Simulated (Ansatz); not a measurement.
Computed with Ansatz 0.2.0, DFT PBE, scalar-relativistic, plane waves, PAW. All cells share a 420 eV cutoff and Γ-centred k meshes spaced at most about 0.3 Å⁻¹ (about 0.25 or finer for metals, 2π included). Spin is collinear in cells that carry moments; the others ran without spin or lost their moments.

All energies are static (0 K, no zero-point motion).

Question: Order these relaxed structures of MoH6 by energy, lowest first, with the energy over the lowest of them.
1.
(parallel moments up to 0.3 μB)
```
H Mo
1.0
     2.77877    0.00000    0.00000
    -1.38938    2.40649    0.00000
     0.00000    0.00000   12.10452
H Mo
6 1
Direct
  0.66667 0.33333 0.90775
  0.33333 0.66667 0.09225
  0.33333 0.66667 0.34271
  0.33333 0.66667 0.40440
  0.66667 0.33333 0.65729
  0.66667 0.33333 0.59560
  0.00000 0.00000 0.00000
```

2.
(no moments)
```
H Mo
1.0
     1.66829   -2.78813    0.00000
     1.66829    2.78813    0.00000
     0.00000    0.00000    6.77407
H Mo
6 1
Direct
  0.37306 0.37306 0.73500
  0.37306 0.37306 0.26500
  0.83750 0.16250 0.00000
  0.16250 0.83750 0.00000
  0.62694 0.62694 0.73500
  0.62694 0.62694 0.26500
  0.50000 0.50000 0.00000
```

3.
(no moments)
```
H Mo
1.0
     2.83252    0.00000    0.00000
    -1.41626    2.45304    0.00000
     0.00000    0.00000   23.06292
H Mo
12 2
Cartesian
  0.0000 0.0000 20.8871
  0.0000 0.0000 2.1759
  1.4163 0.8177 14.9455
  1.4163 0.8177 14.1982
  0.0000 1.6354 17.9871
  0.0000 1.6354 17.2395
  0.0000 0.0000 11.1578
  0.0000 0.0000 11.9052
  1.4163 0.8177 5.0758
  1.4163 0.8177 5.8234
  0.0000 1.6354 8.1174
  0.0000 1.6354 8.8647
  1.4163 0.8177 21.9177
  0.0000 1.6354 1.1452
```

Answer: 3 (0 meV/atom), 1 (62 meV/atom), 2 (140 meV/atom). Forms: cell 3 P-3m1; cell 1 P-3m1; cell 2 Cmmm. Counting H atoms around Mo (those within 1.25 times the shortest such distance or 1.15 times the sum of covalent radii): cell 3 has Mo 3; cell 1 has Mo 6; cell 2 has Mo 10. Cell 3 holds H–H pairs as short as in free H₂ molecules (shortest 0.75 Å); cell 1 holds H–H pairs as short as in free H₂ molecules (shortest 0.75 Å); cell 2 holds H–H pairs (shortest 0.85 Å). All come from invented guesses. Even the lowest of the cells shown lies +0.08 eV/atom against the elements.

No dispersion correction is applied, so the spacing and binding between layers, chains or molecules are poorly described (P-3m1 at 11.4 Å³/atom, P-3m1 at 11.6 Å³/atom, Cmmm), and this can change margins and order among such cells. With hydrogen, zero-point motion can shift such differences by 10 meV/atom or more. Another magnetic order may lie lower. Cells relaxed within their symmetry can be saddle points. Some structure types and database cells were kept out of the candidates from the start, so a known form may be missing.
